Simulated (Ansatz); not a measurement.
input.yaml

```yaml
crystal:
  lattice:
    - [-1.5644066551, 1.5644066551, 1.5644066551]
    - [1.5644066551, -1.5644066551, 1.5644066551]
    - [1.5644066551, 1.5644066551, -1.5644066551]
  atoms:
    - { symbol: Al, position: [0.0, 0.0, 0.0] }
basis:
  ecutwfc: 420
kpoints:
  mp_grid: { grid: [18, 18, 18] }
hamiltonian:
  xc: pbe
scf:
  occupations: { method: gaussian, width: 0.1 }
output:
  forces: true
  stress: true
  eigenvalues: true
  populations: true
```

Launched with
```bash
ansatz run input.yaml --threads 1 --pin off --max-ram 1331MiB --backend cpu --events-out ev --progress --plain --runs-dir out
```

These are results of DFT PBE, scalar-relativistic, plane waves, PAW in Ansatz 0.2.0, not measurements.

From the run's log, abridged (iterations and final results):

```
SCF iter   1: F=—  HF=-537.369537 eV  |F-HF|=—  |Δ(HF+E_count)|=         —  Δρ=4.71e-4  dr2=1.21e-5  ethr=1.77e-3  ⟨swp⟩=4.5  Hψ=10241  notcnv=0
SCF iter   2: F=—  HF=-537.369533 eV  |F-HF|=—  |Δ(HF+E_count)|=   4.62e-6  Δρ=2.35e-4  dr2=2.94e-6  ethr=4.02e-7  ⟨swp⟩=1.9  Hψ=2997  notcnv=0
SCF iter   3: F=-537.369538 eV  HF=-537.369538 eV  |F-HF|=1.77e-9  |Δ(HF+E_count)|=   5.12e-6  Δρ=7.87e-6  dr2=4.28e-9  ethr=9.79e-8  ⟨swp⟩=2.0  Hψ=1385  notcnv=0
SCF iter   4: F=-537.369538 eV  HF=-537.369538 eV  |F-HF|=4.08e-10  |Δ(HF+E_count)|=   1.68e-9  Δρ=3.03e-6  dr2=5.53e-10  ethr=1.43e-10  ⟨swp⟩=1.0  Hψ=1101  notcnv=0
SCF iter   5: F=-537.369538 eV  HF=-537.369538 eV  |F-HF|=1.14e-13  |Δ(HF+E_count)|=  4.62e-10  Δρ=5.57e-8  dr2=2.94e-13  ethr=1.84e-11  ⟨swp⟩=2.0  Hψ=1385  notcnv=0
SCF iter   6: F=-537.369538 eV  HF=-537.369538 eV  |F-HF|=3.41e-13  |Δ(HF+E_count)|=  3.41e-13  Δρ=3.11e-9  dr2=7.89e-16  ethr=1.00e-12  ⟨swp⟩=2.0  Hψ=3894  notcnv=0
SCF 1 converged in 6 iterations: F = -537.369538 eV  dr2 = 7.89e-16
SCF converged after 6 iterations
Free energy (F): -537.369538 eV
Harris-Foulkes:  -537.369538 eV  (|F-HF|=3.41e-13)
Internal energy: -537.367216 eV  (E = F + TS)
E sigma→0 (E₀):  -537.368377 eV
Entropy (-TS):   -0.002322 eV (-2.322 meV/atom)
Fermi energy:    8.777845 eV
--- Per-component energies (eV) ---
  E_band       = 12.415696
  E_kinetic    = 23.868354
  E_local      = 11.106505  (includes V_loc(G=0)·N_el)
  E_nonlocal   = 10.648271
  E_hartree    = 0.083275
  E_xc         = -40.229126
  E_vxc        = -29.590286  (∫ρ·V_xc dr)
  E_paw        = -467.475177  (= ΣΔE_a)
  E_vpaw       = -3.783697  (= ΣTr[D̂ρ^β])
  E_aug_tail   = -0.000002  (compensation charges beyond the density's cutoff)
  E_ewald      = -75.369317
  E_smearing   = -0.002322  (= −TS)
--- Forces (eV/Å), atoms counted from 1 ---
  atom   1  Al     0.00000000     0.00000000     0.00000000
--- Stress (GPa, compression-positive) ---
        8.603382       0.000000       0.000000
        0.000000       8.603382       0.000000
        0.000000       0.000000       8.603382
  P = ⅓ Tr σ = 8.6034 GPa (86.034 kbar)
--- Band table (eV; the first three rows and the last of 195) ---
  k-point 0: bands = ["-2.9057", "22.3528", "22.3528", "22.3528", "24.5863", "24.5863"]
  k-point 1: bands = ["-2.8125", "21.2993", "21.8112", "21.9691", "24.0154", "24.7024"]
  k-point 2: bands = ["-2.5330", "19.1319", "20.8937", "21.1179", "23.0405", "23.9369"]
  k-point 194: bands = ["10.7517", "10.7517", "10.7517", "11.5906", "11.5906", "15.2636"]
--- Löwdin populations: 1 site ---
  site symbol q [e]
     0     Al      2.9501
  spilling = 0.016644 (of n_electrons = 3.000000)
```

The run converged.